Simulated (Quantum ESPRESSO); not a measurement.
# GaP/Ga(1-x)In(x)P (110) interfaces, on the lattice of GaP, stepped through the share x of In, part 2 of 9

Wanted: a table for GaP/Ga(1-x)In(x)P (110) interfaces, on the lattice of GaP against the share x of In, and what can be fitted to it.

Quantum ESPRESSO 7.5; plane-wave DFT, LDA, GBRV ultrasoft pseudopotentials.

So far. Step 2 (Relaxing cell and ions of the reference):  The last row is no step: it is a fresh SCF in the final cell with a new plane-wave basis, +3 meV from the row before.

## (3) SCF with pw.x of the reference

A bulk run at that cell gives the reference energy and levels.

The input, ref.bulk.in:

```
&control
  prefix = 'ref.bulk'
  outdir = './out'
  pseudo_dir = './pseudo'
  calculation = 'scf'
  tprnfor = .true.
/
&system
  ibrav = 0
  nat = 8
  ntyp = 2
  ecutwfc = 40
  ecutrho = 200
  occupations = 'smearing'
  smearing = 'fd'
  degauss = 0.002
  nbnd = 52
/
&electrons
  conv_thr = 1e-09
  mixing_beta = 0.4
  electron_maxstep = 120
/
ATOMIC_SPECIES
  Ga  69.7230  ga_lda_v1.4.uspp.F.UPF
  P   30.9738  p_lda_v1.5.uspp.F.UPF
CELL_PARAMETERS angstrom
  5.38740463800000 0.00000000000000 0.00000000000000
  0.00000000000000 3.81025747400000 0.00000000000000
  0.00000000000000 0.00000000000000 7.62051438300000
ATOMIC_POSITIONS crystal
  Ga  0.000001116900 0.000000000000 0.000000000000
  P   0.250000462300 0.500000000000 0.000000000000
  Ga  0.500000039000 0.500000000000 0.250002725100
  P   0.749999968300 0.000000000000 0.249999965400
  Ga  -0.000001067400 0.000000000000 0.500000000000
  P   0.249999473600 0.500000000000 0.500000000000
  Ga  0.500000039000 0.500000000000 0.749997274900
  P   0.749999968300 0.000000000000 0.750000034600
K_POINTS automatic
  6 8 4 0 0 0
```

Launch:

```
$ OMP_NUM_THREADS=1 mpirun -n 4 pw.x -nk 4 -in ref.bulk.in > ref.bulk.out
```

What it wrote:

```text
[banner, memory and clock lines left out]
Program PWSCF v.7.5 starts
[citation notice left out]

[...]
Message from routine setup:
[...]
bravais-lattice index     =            0
     lattice parameter (alat)  =      10.1807  a.u.
     unit-cell volume          =    1055.6375 (a.u.)^3
     number of atoms/cell      =            8
     number of atomic types    =            2
     number of electrons       =        96.00
     number of Kohn-Sham states=           52
     kinetic-energy cutoff     =      40.0000  Ry
     charge density cutoff     =     200.0000  Ry
     scf convergence threshold =      1.0E-09
     mixing beta               =       0.4000
     number of iterations used =            8  plain     mixing
     Exchange-correlation=  SLA  PZ   NOGX NOGC
                           (   1   1   0   0   0   0   0)

[...]
PseudoPot. # 1 for Ga read from file:
     ./pseudo/ga_lda_v1.4.uspp.F.UPF
     Pseudo is Ultrasoft + core correction, Zval = 19.0
     Generated by new atomic code, or converted to UPF format
     Using radial grid of  871 points,  6 beta functions with:
                l(1) =   0
                l(2) =   0
                l(3) =   1
                l(4) =   1
                l(5) =   2
                l(6) =   2
     Q(r) pseudized with  8 coefficients,  rinner =    1.250   1.250   1.250
                                                       1.250   1.250

     PseudoPot. # 2 for P  read from file:
     ./pseudo/p_lda_v1.5.uspp.F.UPF
     Pseudo is Ultrasoft + core correction, Zval =  5.0
     Generated by new atomic code, or converted to UPF format
     Using radial grid of  903 points,  6 beta functions with:
                l(1) =   0
                l(2) =   0
                l(3) =   1
                l(4) =   1
                l(5) =   2
                l(6) =   2
     Q(r) pseudized with  8 coefficients,  rinner =    1.300   1.300   1.300
                                                       1.300   1.300

     atomic species   valence    mass     pseudopotential
     Ga               19.00    69.72300     Ga( 1.00)
     P                 5.00    30.97380     P ( 1.00)

      4 Sym. Ops. (no inversion) found

[...]
number of k points=    60  Fermi-Dirac smearing, width (Ry)=  0.0020
[...]
Dense  grid:    50441 G-vectors     FFT dimensions: (  45,  36,  72)

     Smooth grid:    36185 G-vectors     FFT dimensions: (  45,  30,  60)

     Check: negative core charge=   -0.000001

     Initial potential from superposition of free atoms

     starting charge      91.9994, renormalised to      96.0000
     Starting wfcs are   64 randomized atomic wfcs

     per-process dynamical memory:    97.2 Mb

     Self-consistent Calculation

     iteration #  1     ecut=    40.00 Ry     beta= 0.40
     Davidson diagonalization with overlap
     ethr =  1.00E-02,  avg # of iterations =  3.6

     total energy              =   -1711.05515370 Ry
     estimated scf accuracy    <      28.04622845 Ry

     iteration #  2     ecut=    40.00 Ry     beta= 0.40
[...]
total energy              =   -1722.10834087 Ry
     estimated scf accuracy    <       3.68164830 Ry

     iteration #  3     ecut=    40.00 Ry     beta= 0.40
[...]
total energy              =   -1722.22304679 Ry
     estimated scf accuracy    <       0.39618626 Ry

     iteration #  4     ecut=    40.00 Ry     beta= 0.40
[...]
total energy              =   -1722.35842912 Ry
     estimated scf accuracy    <       0.04779384 Ry

     iteration #  5     ecut=    40.00 Ry     beta= 0.40
[...]
total energy              =   -1722.37310176 Ry
     estimated scf accuracy    <       0.00321952 Ry

     iteration #  6     ecut=    40.00 Ry     beta= 0.40
[...]
total energy              =   -1722.37347929 Ry
     estimated scf accuracy    <       0.00027065 Ry

[...]
iteration # 16     ecut=    40.00 Ry     beta= 0.40
[...]
total energy              =   -1722.37368589 Ry
     estimated scf accuracy    <       0.00000020 Ry

     iteration # 17     ecut=    40.00 Ry     beta= 0.40
[...]
total energy              =   -1722.37368583 Ry
     estimated scf accuracy    <       0.00000015 Ry

     iteration # 18     ecut=    40.00 Ry     beta= 0.40
[...]
total energy              =   -1722.37368584 Ry
     estimated scf accuracy    <       0.00000002 Ry

     iteration # 19     ecut=    40.00 Ry     beta= 0.40
[...]
End of self-consistent calculation

          k = 0.0000 0.0000 0.0000 (  4527 PWs)   bands (ev):

   -85.7893 -85.7892 -85.7891 -85.7891 -85.7890 -85.7890 -85.7890 -85.7890
   -85.7889 -85.7889 -85.7888 -85.7888  -6.8549  -6.8099  -6.8099  -6.7253
    -6.7253  -6.7252  -6.6931  -6.6931  -6.6874  -6.6874  -6.6559  -6.6518
    -6.6518  -6.6154  -6.6154  -6.6137  -6.6135  -6.6122  -6.6122  -6.5890
    -4.8455  -2.8560  -2.8560  -1.6694   0.9261   2.3631   2.3631   4.3437
     4.3437   5.1136   5.1136   6.6702   6.6702   7.9448   7.9448   7.9457
     9.3732   9.5866   9.8329  11.0359

          k = 0.0000 0.0000 0.1767 (  4525 PWs)   bands (ev):

   -85.7893 -85.7892 -85.7892 -85.7891 -85.7891 -85.7890 -85.7890 -85.7890
   -85.7890 -85.7889 -85.7889 -85.7886  -6.8495  -6.8241  -6.7899  -6.7368
    -6.7223  -6.7202  -6.7016  -6.6995  -6.6860  -6.6735  -6.6611  -6.6544
    -6.6481  -6.6223  -6.6179  -6.6147  -6.6129  -6.6091  -6.6088  -6.5921
    -4.7028  -3.6444  -2.1138  -1.6472   0.9824   1.5447   3.5782   3.7321
     4.5127   5.2293   5.3383   6.0704   6.7814   7.2408   7.5183   7.8809
     9.5892  10.4869  10.5090  10.5509

[...]
the Fermi energy is     8.5708 ev

!    total energy              =   -1722.37368584 Ry
     estimated scf accuracy    <          5.1E-10 Ry
     smearing contrib. (-TS)   =      -0.00000000 Ry
     internal energy E=F+TS    =   -1722.37368584 Ry

     The total energy is F=E-TS. E is the sum of the following terms:
     one-electron contribution =   -1571.96691426 Ry
     hartree contribution      =     819.60025602 Ry
     xc contribution           =    -214.90913309 Ry
     ewald contribution        =    -755.09789451 Ry

     convergence has been achieved in  19 iterations

     Forces acting on atoms (cartesian axes, Ry/au):

     atom    1 type  1   force =     0.00000344    0.00000000    0.00000000
     atom    2 type  2   force =     0.00000248    0.00000000    0.00000000
     atom    3 type  1   force =     0.00000082    0.00000000    0.00000704
     atom    4 type  2   force =     0.00000177    0.00000000   -0.00000092
     atom    5 type  1   force =    -0.00000518    0.00000000    0.00000000
     atom    6 type  2   force =    -0.00000593    0.00000000    0.00000000
     atom    7 type  1   force =     0.00000082    0.00000000   -0.00000704
     atom    8 type  2   force =     0.00000177    0.00000000    0.00000092

     Total force =     0.000014     Total SCF correction =     0.000047
     SCF correction compared to forces is large: reduce conv_thr to get better values

[...]
```

The job ended after 2.5 min (4 MPI ranks of Arm Neoverse V1, shared host; peak memory 0.61 GiB; 10 min of CPU time).

Read from the output:

```
free energy                          : -23434.0878 eV
Fermi energy                         : 8.571 eV
valence top, on the run's zero       : 7.946 eV
conduction bottom, on the run's zero : 9.326 eV
gap by band count                    : 1.381 eV
```

## (4) Electrostatic potential of the reference

plot_num = 11 writes the bare and Hartree potential, from which vacuum levels or, in a crystal, the mean potential are read.

The input, ref.bulk.pot.in:

```
&inputpp
  prefix = 'ref.bulk'
  outdir = './out'
  filplot = 'ref.bulk.pot.dat'
  plot_num = 11
/
```

Launch:

```
$ OMP_NUM_THREADS=1 mpirun -n 4 pp.x -in ref.bulk.pot.in > ref.bulk.pot.out
```

What it wrote:

```text
[banner, memory and clock lines left out]
Program POST-PROC v.7.5 starts

          URL

     ./out/ref.bulk.save/

     IMPORTANT: XC functional enforced from input :
     Exchange-correlation= PZ
                           (   1   1   0   0   0   0   0)
     Any further DFT definition will be discarded
     Please, verify this is what you really want

     Check: negative core charge=   -0.000001

     Calling punch_plot, plot_num =  11
     Writing data to file  ref.bulk.pot.dat
     Message from routine chdens:
     namelist plot not found or invalid, exiting
```

It took 0.94 s on 4 MPI ranks; peak memory 0.09 GiB.

Electrostatic potential energy of an electron; zero at the highest filled level of the SCF mesh. Potential energy, planar mean against z:

z (Å), potential energy, planar mean (eV) and a bar from the least value:
```
     0.00      -9.97 
     0.25      -8.25 #####
     0.50      -4.33 #################
     0.75      -0.91 ###########################
     1.00      -0.12 ##############################
     1.25      -1.96 ########################
     1.50      -5.94 ############
     1.75      -9.24 ##
     2.00      -9.69 #
     2.25      -6.92 #########
     2.50      -2.81 ######################
     2.75      -0.26 #############################
     3.00      -0.50 #############################
     3.25      -3.35 ####################
     3.50      -7.46 ########
     3.75      -9.79 #
     4.00      -8.94 ###
     4.25      -5.36 ##############
     4.50      -1.56 #########################
     4.75      -0.05 ##############################
     5.00      -1.27 ##########################
     5.25      -4.92 ###############
     5.50      -8.71 ####
     5.75      -9.87 
     6.00      -7.79 #######
     6.25      -3.74 ###################
     6.50      -0.67 ############################
     6.75      -0.20 ##############################
     7.00      -2.42 #######################
     7.25      -6.50 ###########
     7.50      -9.53 #
```

[end of part 2 of 9]

[Logs are printed without paths, hosts, clocks, repeated set-up lines and the standing remarks that a program may print on its own settings, such as how far it seeks lower states.]

[Hosts, paths, dates, database ids (printed as entryN), source tags and the programs' standing remarks are cut or masked in the printed files.]

[Maps of the electrostatic potential energy from Ansatz leave out the sawtooth potential of an applied field or a dipole correction, so their vacuum need not be flat; planar profiles and work functions include it.]
